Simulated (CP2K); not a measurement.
TiC:

```xyz
2
Lattice="3.0628 0.0000 0.0000 1.5314 2.6525 0.0000 1.5314 0.8842 2.5008" Properties=species:S:1:pos:R:3 pbc="T T T"
Ti    0.0000    0.0000    0.0000
C     3.0628    1.7683    1.2504
```

The cell is a database's computed one.

Base run:

```yaml
Program: CP2K 2026.2
Functional: r2SCAN
Dispersion: D3(BJ)+ATM
Potentials_or_basis: POTENTIAL_UZH Ti GTH-SCAN-q12, C GTH-SCAN-q4; TZVP-MOLOPT-SCAN-GTH basis
Density_cutoff: 9184 eV
k_mesh: 11 × 11 × 11
Occupations: fermi-dirac, width 0.05 eV
Spin: no spin polarisation
```

Its results: band gap on the k mesh none (metal or under the smearing width); pressure -2.1 GPa.

After a change of settings the same cell gave: band gap on the k mesh none (metal or under the smearing width); pressure -0.8 GPa. Which change was it?
A. dispersion from D3(BJ)+ATM to D3(BJ)
B. dispersion from D3(BJ)+ATM to rVV10
C. dispersion from D3(BJ)+ATM to none

B.

Caveats: the basis of atomic orbitals isn't converged, which shifts pressures, moduli and gaps; pairwise dispersion overbinds metals, which lowers pressure and volume.
